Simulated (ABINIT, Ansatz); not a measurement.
An input for ABINIT 10.8.3 (BN (P6_3/mmc)):

```
acell 3*1.0 Angstrom
rprim 
  2.503989999987 0.000000000003 0.000000000000
  -1.251994999996 2.168518950810 0.000000000000
  0.000000000000 0.000000000000 6.661200000000
ntypat 2
znucl 5 7
natom 4
typat 1 1 2 2
xred 
  0.333333333333 0.666666666667 0.250000000000
  0.666666666667 0.333333333333 0.750000000000
  0.333333333333 0.666666666667 0.750000000000
  0.666666666667 0.333333333333 0.250000000000
pp_dirpath "pseudos"
pseudos "B.upf, N.upf"
ecut 36
ngkpt 6 6 4
nshiftk 1
shiftk 0 0 0
kptopt 1
chksymbreak 0
istwfk *1
occopt 1
irdwfk 1
optdriver 99
bs_calctype 1
mbpt_sciss 1.396 eV
bs_loband 4
nband 11
bs_exchange_term 1
bs_coulomb_term 11
bs_coupling 0
bs_algorithm 1
bs_freq_mesh 0 12 0.1 eV
zcut 0.15 eV
ecuteps 4
ecutwfn 18
inclvkb 2
irdscr 1
indata_prefix "in"
outdata_prefix "out"
tmpdata_prefix "tmp"
```

```sh
OMP_NUM_THREADS=1 mpirun -n 8 abinit run.abi > log
```

Q: How long will it take on 8 MPI ranks of Arm Neoverse N1, shared host, and how much memory?

It took 1.9 min; on shared hardware allow 57 s to 3.8 min. Peak host memory was 0.66 GiB.

The kernel grows as the square of the matrix size, and full diagonalisation as its cube.

[Paths, hosts, dates, memory and timing lines, banners, echoed tables and standing remarks are left out of the program output.]

[Logs are printed without paths, hosts, clocks, repeated set-up lines and the standing remarks that a program may print on its own settings, such as how far it seeks lower states.]

[Runs of the session that timed out or met a known fault of the program may be left out.]

[Hosts, paths, dates, database ids (printed as entryN), source tags and the programs' standing remarks are cut or masked in the printed files.]

[G0W0 gaps are taken among the corrected bands and points alone; a level outside them can change the order at an edge.]

[Where Ansatz stands beside ABINIT at settings called matched, ABINIT's density can come from a denser mesh and the files from another edition; pairs whose starting gaps differed by over 0.03 eV were left out, so agreement reads better than it is.]
